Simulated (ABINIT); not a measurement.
A run of ABINIT 10.8.3 (patched build) is set up as follows.

Contents of run.abi:

```
# Pseudopotentials
pp_dirpath "./"
pseudos "Zr_ONCV_PBE-1.2.upf, B_ONCV_PBE-1.2.upf"

# Structure
acell 3*1.0 Angstrom
rprim
     3.1700000000     0.0000000000     0.0000000000
    -1.5850000000     2.7453005300     0.0000000000
     0.0000000000     0.0000000000     3.5330000000
ntypat 2
znucl 40 5
natom 3
typat 1 2 2
xcart
     0.0000000000     0.0000000000     0.0000000000
     1.5850000002     0.9151001766     1.7665000000
    -0.0000000002     1.8302003534     1.7665000000 Angstrom

# Plane-wave basis
ecut 22.0

# k points
kptopt 1
ngkpt 4 4 3
nshiftk 1
shiftk 0.0 0.0 0.0

# Exchange and correlation
ixc 41
hyb_mixing 0.5

# Bands and occupations
nband 13
occopt 3
tsmear 0.05 eV

# SCF cycle
nstep 60
toldfe 1.0e-7

# Output
iomode 3
prtwf 0
prtden 0
prteig 0
prtebands 0
enunit 2
prtvol 2
```

Potentials or basis: SG15 NC PBE v1.2.

Run with:

```console
$ mpirun --bind-to none -np 4 abinit run.abi > log 2>&1
```

Task: Estimate the band gap on the k mesh.

Result: None (metal or under the smearing width).

Caveat: the k mesh is coarse (spacing up to 0.59 Å⁻¹), so the values aren't converged, least of all with exact exchange; exact exchange is summed on a coarse mesh, which widens gaps by tenths of an eV.
